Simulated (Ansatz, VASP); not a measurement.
## Se in VASP and in Ansatz

```
CELL_PARAMETERS angstrom
-1.76004 1.76004 1.76004
1.76004 -1.76004 1.76004
1.76004 1.76004 -1.76004
ATOMIC_POSITIONS crystal
Se 0.00000 0.00000 0.00000
```

The cell was built by a generator and needn't be a form met in nature.

Alike in both runs: task relaxation of cell and atoms; functional revPBE; k mesh 13 × 13 × 13; occupations fermi-dirac, width 0.1 eV; no spin polarisation.

```csv
,VASP,Ansatz
version,VASP 6.6.1,Ansatz 0.2.0
potentials or method,"VASP PAW PBE potentials, release 64 (Se)","plane waves (420 eV) with PAW, scalar-relativistic"
plane-wave cutoff (eV),600,420
valence electrons in the cell,6,16
```

|  | VASP | Ansatz | Ansatz less VASP |
| --- | --- | --- | --- |
| relaxed volume (Å³/atom) | 20.72 | 20.72 | +0.006 |
| relaxed cell length with the largest relative difference (Å) | 2.997 | 2.997 | +0.0003 |
| energy change over the relaxation (meV/atom) | -11 | -11 | +0.2 |

The two sets of potentials don't hold the same shells in valence.

Caveats: the PAW data sets were made with another functional, which shifts forces and pressure a little (VASP).
